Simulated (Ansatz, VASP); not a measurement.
# One calculation of Al, 3 ways

The starting cell:

```
Al
1.0
     0.00000    2.02481    2.02481
     2.02481    0.00000    2.02481
     2.02481    2.02481    0.00000
Al
1
Direct
  0.00000 0.00000 0.00000
```

Alike in all runs: task relaxation of cell and atoms; functional BLYP; dispersion D3(BJ); k mesh 11 × 11 × 11; occupations fermi-dirac, width 0.05 eV; no spin polarisation; no spin-orbit coupling.

| program and potentials | plane-wave cutoff (eV) | notes | equilibrium volume (Å³/atom) |
| --- | --- | --- | --- |
| Ansatz, Ansatz PAW | 420 | potentials made for PBE, which Ansatz adapts in part | 15.50 |
| Ansatz, all-electron LAPW, scalar-relativistic | - | - | 15.50 |
| VASP, PBE PAW files Al, 600 eV | 600 | potentials made for PBE | 15.54 |

The equilibrium volume spans 15.50 (Ansatz, Ansatz PAW) to 15.54 Å³/atom (VASP, PBE PAW files Al, 600 eV), with all-electron results at 15.50. Some sets were made for another functional than the one run, which can shift their rows. Relaxations stop with a little pressure left, so the last digit of a volume isn't settled.

Differences between rows come from potentials, basis sets and numerical settings, since the functional is the same but for its coding. Runs on potential files found faulty are left out.

The three treatments give nearly the same volume, with the all-electron result at 15.50 Å³/atom and VASP at 15.54 Å³/atom. This suggests that potentials made for PBE transfer well here, as expected for aluminium, whose compact neon-like core is well separated from the 3s and 3p electrons that form the metallic bond.

The shared volume is nevertheless clearly smaller than the measured one, which lies close to that of the starting cell. Because the all-electron calculation shows the same contraction, the potentials are an unlikely cause. BLYP alone tends to bind simple metals too weakly, since its correlation part doesn't recover the uniform electron gas, so the excess attraction probably comes from the dispersion term. Pairwise coefficients derived from atoms and molecules largely miss the screening by conduction electrons and can overestimate the attraction in a dense metal. The close agreement therefore supports the numerical consistency of the volume, not the suitability of this functional and dispersion correction for aluminium.
